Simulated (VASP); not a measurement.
Set up this calculation in VASP 6.6.1, as the native input.

| Item | Value |
| --- | --- |
| Task | band structure |
| Functional | PBE-EpsX |
| Potentials or basis | VASP PAW PBE potentials, release 64 (Na_pv, Cl) |
| Cutoff | 520 eV |
| k mesh | 6 × 6 × 6 |
| Occupations | gaussian, width 0.03 eV |
| Spin | no spin polarisation |
| Grid for exact exchange (PRECFOCK) | Fast |
| Exchange at q = 0 | truncated |
| Share of exact exchange | 0.3972 |
| Further INCAR settings | ALGO = Normal; EDIFF = 1e-06; NBANDS = 14 |

The system is NaCl.

```
Na Cl
1.0
     0.00000    2.80386    2.80386
     2.80386    0.00000    2.80386
     2.80386    2.80386    0.00000
Na Cl
1 1
Cartesian
  2.8039 5.6077 2.8039
  2.8039 2.8039 2.8039
```

One way to write it, as run:

POSCAR

```
NaCl                                    
1.0
   -0.0000000000      2.8038634503      2.8038634503
    2.8038634503      0.0000000000      2.8038634503
    2.8038634503      2.8038634503      0.0000000000
  Na              Cl            
     1     1
Direct
     1.0000000000000000    0.0000000000000000    1.0000000000000000
     0.5000000000000000    0.5000000000000000    0.5000000000000000
```

INCAR.step1

```
ALGO = Normal
EDIFF = 1E-8
ENCUT = 520
GGA = PE
ISIF = 2
ISMEAR = 0
KPAR = 4
LASPH = True
LCHARG = False
LEPSILON = True
LREAL = False
LWAVE = False
NELM = 80
PREC = Accurate
SIGMA = 0.03
```

KPOINTS.step1

```
Automatic mesh
0
G
  8 8 8
  0 0 0
```

INCAR.step2

```
ALGO = Normal
EDIFF = 1E-5
ENCUT = 520
GGA = PE
ISIF = 2
ISMEAR = 0
KPAR = 4
LASPH = True
LCHARG = False
LREAL = False
LWAVE = True
NBANDS = 14
NELM = 80
PREC = Accurate
SIGMA = 0.03
```

KPOINTS.step2

```
k-points
0
Gamma
  6 6 6
```

INCAR.step3

```
AEXX = 0.3972
ALGO = Normal
EDIFF = 1E-6
ENCUT = 520
GGA = PE
HFRCUT = -1
ISIF = 2
ISMEAR = 0
ISTART = 1
KPAR = 4
LASPH = True
LCHARG = False
LHFCALC = True
LREAL = False
LWAVE = False
NBANDS = 14
NELM = 80
PREC = Accurate
PRECFOCK = Fast
SIGMA = 0.03
```

KPOINTS.step3

```
k-points
0
Gamma
  6 6 6
```

KPOINTS_OPT

```
explicit points
6
Reciprocal
 0.0000000000  0.0000000000  0.0000000000 1
 0.3750000000  0.3750000000  0.7500000000 1
 0.5000000000  0.5000000000  0.5000000000 1
 0.6250000000  0.2500000000  0.6250000000 1
 0.5000000000  0.2500000000  0.7500000000 1
 0.5000000000  0.0000000000  0.5000000000 1
```

Potentials or basis: VASP PAW PBE potentials, release 64 (Na_pv, Cl).

Launch:

```sh
$ cat potpaw_PBE.64/Na_pv/POTCAR potpaw_PBE.64/Cl/POTCAR > POTCAR
$ cp INCAR.step1 INCAR
$ cp KPOINTS.step1 KPOINTS
$ mpirun -np 4 vasp_std > vasp.out
$ cp INCAR.step2 INCAR
$ cp KPOINTS.step2 KPOINTS
$ mpirun -np 4 vasp_std > vasp.out
$ cp INCAR.step3 INCAR
$ cp KPOINTS.step3 KPOINTS
$ mpirun -np 4 vasp_std > vasp.out
```

It gave:

```yaml
Pressure: 0.2 GPa
Band_gap_on_the_k_mesh: 8.53 eV, direct
Band_gap_along_the_path: 8.53 eV, direct
```

Caveat: the PAW data sets were made with another functional, which shifts forces and pressure a little.

Wall time 3.5 min on 4 MPI ranks on AMD EPYC 9R45 (Zen 5) (shared host), peak memory 0.2 GiB a rank.
